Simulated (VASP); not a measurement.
VASP inputs for ZnS (strained zincblende)

INCAR

```
PREC = Accurate
NSW = 0
NELM = 120
ISMEAR = 0
LWAVE = .FALSE.
ISIF = 2
METAGGA = R2SCAN
EDIFF = 1E-7
LASPH = .TRUE.
LCHARG = .FALSE.
IBRION = -1
ALGO = Normal
ENCUT = 520
NBANDS = 16
SIGMA = 0.01
LREAL = .FALSE.
```

KPOINTS

```
KPOINTS created by Atomic Simulation Environment
0
Gamma
8 8 8
0 0 0
```

KPOINTS_OPT

```
special points
6
Reciprocal
0.0000000000 0.0000000000 0.0000000000 1
-0.5000000000 -0.5000000000 0.0000000000 1
-0.3750000000 -0.3750000000 0.2500000000 1
-0.3750000000 0.0000000000 0.3750000000 1
0.0000000000 0.0000000000 0.5000000000 1
-0.5000000000 -0.2500000000 0.2500000000 1
```

POSCAR

```
Zn S
 1.0000000000000000
    -0.0852774290000000    2.6896309774999998    2.6896309774999998
     2.6896309774999998   -0.0852774290000000    2.6896309774999998
     2.6896309774999998    2.6896309774999998   -0.0852774290000000
 Zn  S
   1   1
Cartesian
 -0.0136697235645530 -0.0136697235645530 -0.0136697235645530
  1.3371658550645531  1.3371658550645531  1.3371658550645533
```

VASP ran with the recommended PBE PAW datasets (18 valence electrons in the cell).

**Question.** Predict the results.

**Answer.** gap between bands v and c 2.34 eV; least direct gap 2.34 eV; pressure -2.9 GPa.

Band v is the last that the valence electrons fill when counted band by band, and c is the next. Levels in eV from the top of v:

```csv
point,v−1,v,c,c+1
Γ,-0.21,0.00,2.34,6.59
X,-2.45,-2.13,3.56,4.44
K,-3.23,-1.74,4.64,5.93
L,-1.01,-0.83,3.72,7.28
W,-2.86,-2.72,5.79,6.37
```
